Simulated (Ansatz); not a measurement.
**AgCl (CsCl type): gap against strain (epitaxial in the xy plane)**

AgCl built on the CsCl prototype, relaxed with r2SCAN in the plane-wave code Ansatz, then strained (epitaxial in the xy plane; changes of length per length, axes as in the cell below) with the atoms relaxed again within the symmetry that is left. Space group Pm-3m (No. 221), cubic; a = 3.396 Å in the conventional setting, 19.58 Å³ an atom. Ag has 8 Cl at 2.94 Å; Cl has 8 Ag at 2.94 Å. No spin polarisation. The prototype was imposed, so other structures may be more stable.

```
CELL_PARAMETERS angstrom
3.39559 0.00000 0.00000
0.00000 3.39559 0.00000
0.00000 0.00000 3.39559
ATOMIC_POSITIONS crystal
Ag 0.00000 0.00000 0.00000
Cl 0.50000 0.50000 0.50000
```

Gaps are the least over each mesh (PBE 8×8×8, r2SCAN 8×8×8, HSE06 6×6×6 when unstrained) and the special points, which keep their unstrained names; stress is the change from the unstrained cell, compression positive.

```tsv
strain (%)	free normal strain (%)	gap, PBE (eV)	gap, r2SCAN (eV)	gap, HSE06 (eV)	edges, HSE06	in-plane stress, r2SCAN (GPa)	energy rise, r2SCAN (meV/atom)
-5.01	+4.60	0.464	1.106	1.870	X → Γ	+5.84	34.0
-1.54	+1.22	0.562	1.209	1.989	X → Γ	+1.68	3.0
0.0	0.00	0.585	1.227	2.010	X → Γ	0.00	0.0
+0.32	-0.28	0.575	1.217	1.999	X → Γ	-0.32	0.1
```

Between zero and the nearest strains the slope of the HSE06 gap against strain is +0.014 eV per percent for negative and -0.036 for positive strain; it falls either way, as happens when edge states split or other valleys take over.

The runs are scalar-relativistic, without spin-orbit coupling.

The meshes of the hybrids are coarse, so their gaps aren't converged to the digits shown.
